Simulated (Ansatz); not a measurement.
# Bi (Im-3m) in Ansatz: elastic constants with PBEsol

Aim: the elastic constants of Bi with PBEsol.

Program: Ansatz 0.2.0. These are calculated values, not measurements. Logs are shortened: lines on timing, memory, paths and dates and some standing lists are left out, and cuts for length are marked.

## Step 1: The crystal as given

Symmetry: Im-3m, No. 229, cubic system. Conventional cell: a = 3.963 Å, b = 3.963 Å, c = 3.963 Å, α = 90.00°, β = 90.00°, γ = 90.00°. Around Bi (site symmetry m-3m) lie 8 Bi at 3.43 Å.

This isn't the form of Bi at room conditions, which is rhombohedral.

## Step 2: Elastic constants, PBEsol

File input.yaml:

```yaml
crystal:
  lattice:
    - [-1.9814305318, 1.9814305318, 1.9814305318]
    - [1.9814305318, -1.9814305318, 1.9814305318]
    - [1.9814305318, 1.9814305318, -1.9814305318]
  atoms:
    - { symbol: Bi, position: [0.0, 0.0, 0.0] }
hamiltonian:
  xc: pbesol
  pseudopotentials: { kind: paw }
kpoints:
  mp_grid: { grid: [7, 7, 7] }
scf:
  occupations: { method: fermi_dirac, width: 0.05 }
output:
  forces: true
  stress: true
elastic:
  mode: relaxed_ion
  stencil: two_point
```

Potentials or basis: Ansatz PAW.

Launch:

```bash
ansatz run input.yaml --threads 2 --pin off --max-ram 5632MiB --backend cpu --events-out ev --progress --plain --runs-dir out
```

Log:

```text
Warning: RAYON_NUM_THREADS=2 ignored (pool sized by the plan → 2); use --threads N
Engine: ansatz 0.2.0, x86_64-unknown-linux-gnu
Pseudopotentials: kind: paw
Pseudopotential: Bi, paw, valence charge 15, recommended cutoff 420 eV (normal), Bi.paw.azcp
Functional definition: PBEsol
  exchange = pbesol_x
  correlation = pbesol_c
Crystal: 1 atoms, lattice volume = 31.117 Å³
Basis set: ecut = 420 eV, 603 PW (Γ), exchange–correlation on 48×48×48 points (8 copies of the dense FFT grid, shifted against one another)
Bands: 12, of which v1, the nominal top of the filled ones, is band 8 counted from 1 (7 counted from 0)
Symmetry: 48 space group operations
Space group: Im-3m (ITA 229), of the structure as read, at distance tolerance 3.1e-5 Å
k-points: 20 of 343
Non-local potential: Bi, projectors of the file, l = 0: 2, l = 1: 2, l = 2: 2, l = 3: 2
PAW form: soft (Blöchl's): semilocal exchange-correlation on the pseudo side does not see the compensation charge
PAW frozen core: Bi, regenerated for the run's functional, and the local potential with it (the file was generated under x = pbe(κ = 0.804, μ = 0.2195149727645171), c = pbe(β = 0.06672455060314922))
PAW one-centre angular grid: Bi, 590 points (default); XC on 64 Gauss nodes
Initial density: superposition of atomic densities (neutral atoms: chi_scale 0, normalization atom), corrected by the library's trained network
Initial wavefunctions: pseudopotential atomic-orbital guess
Functional: x = pbesol(κ = 0.804, μ = 0.12345679012345678), c = pbesol(β = 0.046)
SCF iter   1: F=—  HF=-12241.875835 eV  |F-HF|=—  |Δ(HF+E_count)|=         —  Δρ=1.12e-3  dr2=1.55e-4  ethr=1.77e-3  ⟨swp⟩=5.8  Hψ=1372  notcnv=0
preconditioner: auto → none  [insulator: Δε(μ)=0.254 eV  Ē_g=24.006 eV  σ=0.050 eV  W_gap=0.63  n_scr=12 (ndim 8)  ℏωp=25.8 eV  f_vac=0.000  D(μ)=1.13/eV (n_scr^D=12)  ε∞_Penn≈2.2]
SCF iter   2: F=—  HF=-12241.875293 eV  |F-HF|=—  |Δ(HF+E_count)|=   5.41e-4  Δρ=7.80e-4  dr2=7.96e-5  ethr=1.04e-6  ⟨swp⟩=2.6  Hψ=589  notcnv=0  defer=1
SCF iter   3: F=—  HF=-12241.875379 eV  |F-HF|=—  |Δ(HF+E_count)|=   8.55e-5  Δρ=7.18e-4  dr2=1.18e-4  ethr=5.31e-7  ⟨swp⟩=2.0  Hψ=380  notcnv=0  defer=1
SCF iter   4: F=—  HF=-12241.875316 eV  |F-HF|=—  |Δ(HF+E_count)|=   6.25e-5  Δρ=2.13e-4  dr2=9.46e-6  ethr=5.31e-7  ⟨swp⟩=2.0  Hψ=363  notcnv=0  defer=1
SCF iter   5: F=—  HF=-12241.875309 eV  |F-HF|=—  |Δ(HF+E_count)|=   7.24e-6  Δρ=3.21e-5  dr2=1.97e-7  ethr=6.31e-8  ⟨swp⟩=2.0  Hψ=368  notcnv=0  defer=1
SCF iter   6: F=—  HF=-12241.875311 eV  |F-HF|=—  |Δ(HF+E_count)|=   2.31e-6  Δρ=9.57e-6  dr2=1.89e-8  ethr=1.31e-9  ⟨swp⟩=2.2  Hψ=375  notcnv=0  defer=1
SCF iter   7: F=—  HF=-12241.875311 eV  |F-HF|=—  |Δ(HF+E_count)|=   1.07e-8  Δρ=1.81e-6  dr2=6.73e-10  ethr=1.26e-10  ⟨swp⟩=2.0  Hψ=367  notcnv=0  defer=1
SCF iter   8: F=—  HF=-12241.875311 eV  |F-HF|=—  |Δ(HF+E_count)|=  6.26e-10  Δρ=1.16e-7  dr2=2.78e-12  ethr=4.49e-12  ⟨swp⟩=2.0  Hψ=373  notcnv=0  defer=1
SCF iter   9: F=-12241.875311 eV  HF=-12241.875311 eV  |F-HF|=0.00e0  |Δ(HF+E_count)|=  1.82e-12  Δρ=1.29e-8  dr2=2.10e-14  ethr=1.00e-12  ⟨swp⟩=5.3  Hψ=1144  notcnv=0
SCF 1 converged in 9 iterations: F = -12241.875311 eV  dr2 = 2.10e-14
Crystal: 1 atoms, lattice volume = 31.055 Å³
Symmetry: 16 space group operations
k-points: 40 of 343
Initial density: handed on by an earlier stage of this run
Initial wavefunctions: those handed on with the density
iter 1 solved again at ethr=3.21e-8 eV; its pass at ethr=3.10e-3 eV (dr2=4.82e-6 eV) is discarded
SCF iter   1: F=—  HF=-12241.875665 eV  |F-HF|=—  |Δ(HF+E_count)|=         —  Δρ=3.52e-5  dr2=3.49e-7  ethr=3.21e-8  ⟨swp⟩=3.4  Hψ=4137  notcnv=0  defer=11
preconditioner: auto → none  [insulator: Δε(μ)=0.239 eV  Ē_g=24.021 eV  σ=0.050 eV  W_gap=0.61  n_scr=12 (ndim 8)  ℏωp=25.8 eV  f_vac=0.000  D(μ)=1.13/eV (n_scr^D=12)  ε∞_Penn≈2.2]
SCF iter   2: F=—  HF=-12241.875676 eV  |F-HF|=—  |Δ(HF+E_count)|=   1.17e-5  Δρ=1.61e-5  dr2=6.60e-8  ethr=2.33e-9  ⟨swp⟩=1.0  Hψ=462  notcnv=0  defer=11
SCF iter   3: F=—  HF=-12241.875676 eV  |F-HF|=—  |Δ(HF+E_count)|=   1.34e-9  Δρ=1.34e-6  dr2=3.01e-10  ethr=4.40e-10  ⟨swp⟩=1.2  Hψ=489  notcnv=0  defer=11
SCF iter   4: F=—  HF=-12241.875676 eV  |F-HF|=—  |Δ(HF+E_count)|=  2.29e-10  Δρ=2.23e-7  dr2=9.22e-12  ethr=2.01e-12  ⟨swp⟩=2.2  Hψ=759  notcnv=0  defer=11
SCF iter   5: F=—  HF=-12241.875676 eV  |F-HF|=—  |Δ(HF+E_count)|=  1.27e-11  Δρ=7.12e-8  dr2=4.84e-13  ethr=6.15e-14 (applied; sched 1.00e-12)  ⟨swp⟩=2.0  Hψ=773  notcnv=0  defer=18
SCF iter   6: F=-12241.875676 eV  HF=-12241.875676 eV  |F-HF|=3.64e-12  |Δ(HF+E_count)|=  1.82e-12  Δρ=6.32e-9  dr2=4.34e-15  ethr=1.00e-12  ⟨swp⟩=4.7  Hψ=1583  notcnv=0
SCF 2 converged in 6 iterations: F = -12241.875676 eV  dr2 = 4.34e-15
Crystal: 1 atoms, lattice volume = 31.179 Å³
iter 1 solved again at ethr=1.65e-12 eV; its pass at ethr=3.10e-3 eV (dr2=2.48e-10 eV) is discarded
SCF iter   1: F=—  HF=-12241.874907 eV  |F-HF|=—  |Δ(HF+E_count)|=         —  Δρ=1.53e-6  dr2=3.05e-10  ethr=1.65e-12  ⟨swp⟩=3.9  Hψ=4290  notcnv=0  defer=9
preconditioner: auto → none  [insulator: Δε(μ)=0.231 eV  Ē_g=24.003 eV  σ=0.050 eV  W_gap=0.60  n_scr=12 (ndim 8)  ℏωp=25.8 eV  f_vac=0.000  D(μ)=1.13/eV (n_scr^D=12)  ε∞_Penn≈2.2]
SCF iter   2: F=—  HF=-12241.874906 eV  |F-HF|=—  |Δ(HF+E_count)|=   3.71e-7  Δρ=6.81e-7  dr2=5.01e-11  ethr=1.65e-12  ⟨swp⟩=2.0  Hψ=759  notcnv=0  defer=9
SCF iter   3: F=—  HF=-12241.874906 eV  |F-HF|=—  |Δ(HF+E_count)|=  3.46e-11  Δρ=9.01e-8  dr2=7.37e-13  ethr=3.34e-13 (applied; sched 1.00e-12)  ⟨swp⟩=2.1  Hψ=546  notcnv=0  defer=17
SCF iter   4: F=-12241.874906 eV  HF=-12241.874906 eV  |F-HF|=7.28e-12  |Δ(HF+E_count)|=  3.64e-12  Δρ=2.21e-8  dr2=4.69e-14  ethr=1.00e-12  ⟨swp⟩=5.3  Hψ=1648  notcnv=0
SCF 3 converged in 4 iterations: F = -12241.874906 eV  dr2 = 4.69e-14
Symmetry: 8 space group operations
k-points: 64 of 343
iter 1 solved again at ethr=1.46e-8 eV; its pass at ethr=3.10e-3 eV (dr2=2.20e-6 eV) is discarded
SCF iter   1: F=—  HF=-12241.875312 eV  |F-HF|=—  |Δ(HF+E_count)|=         —  Δρ=2.46e-5  dr2=1.61e-7  ethr=1.46e-8  ⟨swp⟩=3.0  Hψ=6637  notcnv=0  defer=10
preconditioner: auto → none  [insulator: Δε(μ)=0.246 eV  Ē_g=24.011 eV  σ=0.050 eV  W_gap=0.62  n_scr=12 (ndim 8)  ℏωp=25.8 eV  f_vac=0.000  D(μ)=1.13/eV (n_scr^D=12)  ε∞_Penn≈2.2]
SCF iter   2: F=—  HF=-12241.875317 eV  |F-HF|=—  |Δ(HF+E_count)|=   5.06e-6  Δρ=1.15e-5  dr2=2.77e-8  ethr=1.07e-9  ⟨swp⟩=1.3  Hψ=762  notcnv=0  defer=10
SCF iter   3: F=—  HF=-12241.875317 eV  |F-HF|=—  |Δ(HF+E_count)|=   6.38e-9  Δρ=1.55e-6  dr2=4.24e-10  ethr=1.84e-10  ⟨swp⟩=1.0  Hψ=744  notcnv=0  defer=10
SCF iter   4: F=—  HF=-12241.875317 eV  |F-HF|=—  |Δ(HF+E_count)|=  1.82e-10  Δρ=8.33e-8  dr2=1.32e-12  ethr=2.82e-12  ⟨swp⟩=2.1  Hψ=898  notcnv=0  defer=10
SCF iter   5: F=-12241.875317 eV  HF=-12241.875317 eV  |F-HF|=3.64e-12  |Δ(HF+E_count)|=  1.09e-11  Δρ=2.13e-8  dr2=8.05e-14  ethr=1.00e-12  ⟨swp⟩=5.6  Hψ=2982  notcnv=0
SCF 4 converged in 5 iterations: F = -12241.875317 eV  dr2 = 8.05e-14
iter 1 solved again at ethr=1.44e-12 eV; its pass at ethr=3.10e-3 eV (dr2=2.16e-10 eV) is discarded
SCF iter   1: F=—  HF=-12241.875318 eV  |F-HF|=—  |Δ(HF+E_count)|=         —  Δρ=1.46e-6  dr2=2.22e-10  ethr=1.44e-12  ⟨swp⟩=3.3  Hψ=6558  notcnv=0  defer=14
SCF iter   2: F=—  HF=-12241.875317 eV  |F-HF|=—  |Δ(HF+E_count)|=   2.82e-7  Δρ=6.75e-7  dr2=3.78e-11  ethr=1.44e-12  ⟨swp⟩=1.1  Hψ=758  notcnv=0  defer=14
SCF iter   3: F=—  HF=-12241.875317 eV  |F-HF|=—  |Δ(HF+E_count)|=  2.18e-11  Δρ=5.89e-8  dr2=1.84e-13  ethr=2.52e-13 (applied; sched 1.00e-12)  ⟨swp⟩=2.0  Hψ=878  notcnv=0  defer=24
SCF iter   4: F=-12241.875317 eV  HF=-12241.875317 eV  |F-HF|=1.82e-12  |Δ(HF+E_count)|=  3.64e-12  Δρ=9.80e-9  dr2=1.35e-14  ethr=1.00e-12  ⟨swp⟩=5.0  Hψ=2619  notcnv=0
SCF 5 converged in 4 iterations: F = -12241.875317 eV  dr2 = 1.35e-14
SCF converged after 9 iterations
Free energy (F): -12241.875311 eV
Harris-Foulkes:  -12241.875311 eV  (|F-HF|=0.00e0)
Internal energy: -12241.866735 eV  (E = F + TS)
E sigma→0 (E₀):  -12241.871023 eV
Entropy (-TS):   -0.008576 eV (-8.576 meV/atom)
Fermi energy:    11.523789 eV
--- Per-component energies (eV) ---
  E_band       = -83.622901
  E_kinetic    = 302.391543
  E_local      = -1401.086053  (includes V_loc(G=0)·N_el)
  E_nonlocal   = 561.863569
  E_hartree    = 442.283767
  E_xc         = -150.469503
  E_vxc        = -144.359879  (∫ρ·V_xc dr)
  E_paw        = -10509.273504  (= ΣΔE_a)
  E_vpaw       = -286.999147  (= ΣTr[D̂ρ^β])
  E_aug_tail   = -0.000463  (compensation charges beyond the density's cutoff)
  E_ewald      = -1487.665842
  E_core_change = 0.089752  (= ΣΔE_core)
  E_smearing   = -0.008576  (= −TS)
  E_closure    = 0.000000  (closes the sum)
  Σ components = -12241.875311   (vs F -12241.875311, Δ=0.00e0)
--- Forces (eV/Å), atoms counted from 1 ---
  atom   1  Bi    -0.00000000     0.00000000     0.00000000
  max |Σ_I F_I| component: 2.47e-31 eV/Å
--- Stress (GPa, compression-positive) ---
       -0.995107       0.000000       0.000000
       -0.000000      -0.995107       0.000000
        0.000000       0.000000      -0.995107
  P = ⅓ Tr σ = -0.9951 GPa (-9.951 kbar)
--- Band table (eV; the first three rows and the last of 20) ---
  k-point 0: bands = ["-11.3626", "-11.3626", "-11.3626", "-11.2314", "-11.2314", "-1.9363", "16.7062", "16.7062", "16.7062", "20.7020", "22.0280", "22.0280"]
  k-point 1: bands = ["-11.3701", "-11.3501", "-11.3231", "-11.2398", "-11.2329", "-1.5658", "13.8084", "15.7312", "16.3760", "19.8996", "20.8230", "21.7451"]
  k-point 2: bands = ["-11.3871", "-11.3333", "-11.2491", "-11.2361", "-11.2332", "-0.5094", "9.8811", "14.2076", "15.6423", "18.3449", "19.7448", "22.3496"]
  k-point 19: bands = ["-11.3653", "-11.3581", "-11.1807", "-11.1807", "-11.1781", "2.8999", "9.5308", "10.0048", "10.0048", "15.2427", "16.2174", "26.4519"]
--- Elastic constants: 2 strain directions × 2 members + reference (group order 48) ---
  dense FFT box of the reference and of every strained cell: 24×24×24
  strains applied: 11, 23; error gains: componentwise 1.00 (the most a stress slope's error grows in a printed constant), spectral 1.73 (1 for all six strains in a standard setting)
  C = ∂σ_k/∂η_j (tension-positive GPa; Voigt order 11 22 33 23 13 12):
        59.435     52.402     52.402     -0.000     -0.000     -0.000
        52.402     59.435     52.402      0.000     -0.000     -0.000
        52.402     52.402     59.435      0.000     -0.000     -0.000
        -0.000      0.000     -0.000     -8.052     -0.000      0.000
        -0.000     -0.000     -0.000      0.000     -8.052     -0.000
        -0.000      0.000      0.000      0.000      0.000     -8.052
  reference stress σ⁰ (GPa):      0.995      0.995      0.995     -0.000     -0.000      0.000
  C* (energy form; C + prestress term) asymmetry max|C*_kj − C*_jk| = 2.842e-14 GPa — a small one proves nothing (zero by symmetry where the batch's group is 432, −43m or m−3m); a large one is finite-difference/SCF noise where every solve meets its electron count
  moduli (Voigt/Reuss/Hill, GPa): K = 54.75/54.75/54.75   G = -3.43/25.48/11.03   E = 31.00   ν = 0.406
  mechanically stable: NO (min eigenvalue of sym C = -8.05 GPa)
  strain η (Voigt 11):  stress-route row diagonal C_11 = 59.43 GPa, energy-path curvature d²(F+E_count+ΔE)/dδ²/Ω₀ = 59.41 GPa
         δ    σ_11 (GPa)             F (eV)   n_scf  n_hpsi   n_pw
    -2.000e-3       0.8757      -12241.8756764       6    8823    616   relax 0 steps, max|allowed force component| 0.00e0 eV/Å
     2.000e-3       1.1134      -12241.8749063       4    7867    626   relax 0 steps, max|allowed force component| 0.00e0 eV/Å
  strain η (Voigt 23):  stress-route row diagonal C_44 = -8.05 GPa, energy-path curvature d²(F+E_count+ΔE)/dδ²/Ω₀ = -8.62 GPa
         δ    σ_23 (GPa)             F (eV)   n_scf  n_hpsi   n_pw
    -2.000e-3       0.0161      -12241.8753173       5   13007    618   relax 0 steps, max|allowed force component| 0.00e0 eV/Å
     2.000e-3      -0.0161      -12241.8753173       4   11801    618   relax 0 steps, max|allowed force component| 0.00e0 eV/Å
```

It took 4 s on 2 threads of Intel Xeon at 2.70GHz, shared host; peak memory 0.34 GiB.

What came out:

- Free energy: -12241.8753 eV
- Pressure: -1.0 GPa
- Band gap on the k mesh: none (metal or under the smearing width)
- Elastic constants C11, C12, C44: 59, 52, -8 GPa
- Voigt bulk modulus: 55 GPa

Elastic tensor in Voigt notation (GPa, in the Cartesian axes of the cell as first typed):
```
59 52 52  0  0  0
52 59 52  0  0  0
52 52 59  0  0  0
 0  0  0 -8  0  0
 0  0  0  0 -8  0
 0  0  0  0  0 -8
```

Caveat: the elastic tensor has a negative eigenvalue, so either the cell is unstable as it stands or the mesh is too thin; spin-orbit coupling is left out, which moves the levels of the heavy elements; the PAW data sets come from PBE, with cores solved anew for the run's functional, which leaves a small shift of forces and pressure.
